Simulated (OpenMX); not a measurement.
**Ge under changes of volume**

One of the cells (23.092 Å³/atom); the others are scaled copies at fixed shape and fractional positions:

```xyz
2
Lattice="0.0000 2.8476 2.8476 2.8476 0.0000 2.8476 2.8476 2.8476 0.0000" Properties=species:S:1:pos:R:3 pbc="T T T"
Ge    4.2715    4.2715    4.2715
Ge    2.8476    2.8476    2.8476
```

```yaml
Program: OpenMX 3.8.5
Functional: PBE
Potentials_or_basis: OpenMX 2013 PBE set, Ge7.0-s3p2d2, fixed grid of 32 × 32 × 32 points
k_mesh: 9 × 9 × 9
Occupations: fermi-dirac, width 0.05 eV
Spin: no spin polarisation
```

| volume (Å³/atom) | energy over the lowest point (meV/atom) | gap on the mesh (eV) |
| --- | --- | --- |
| 21.281 | 96.05 | 0.43 |
| 21.733 | 67.06 | 0.36 |
| 22.186 | 44.02 | 0.27 |
| 23.092 | ? | ? |
| 23.545 | 4.77 | none |
| 23.997 | 0.00 | none |

Problem. What does the run at 23.092 Å³/atom give?

Solution. Energy over the lowest point 13.42 meV/atom; gap on the mesh none.

Worked out: A Birch-Murnaghan fit of order 3 (a polynomial in V^(-2/3)) to the other rows has its minimum at 24.41 Å³/atom, just outside them, with B0 = V·E''(V) = 59 GPa and B' = 4.9. It gives 13.40 meV/atom at 23.092 Å³/atom, against the run's 13.42.

Energies are extrapolated to zero smearing.

Caveats: the basis of atomic orbitals isn't converged, which shifts pressures, moduli and gaps; an odd mesh through Γ misses points on the zone boundary, where band edges often lie (some runs). Spin-orbit coupling on Ge is left out.

A gap of «none» marks a metal or a gap under the smearing width.
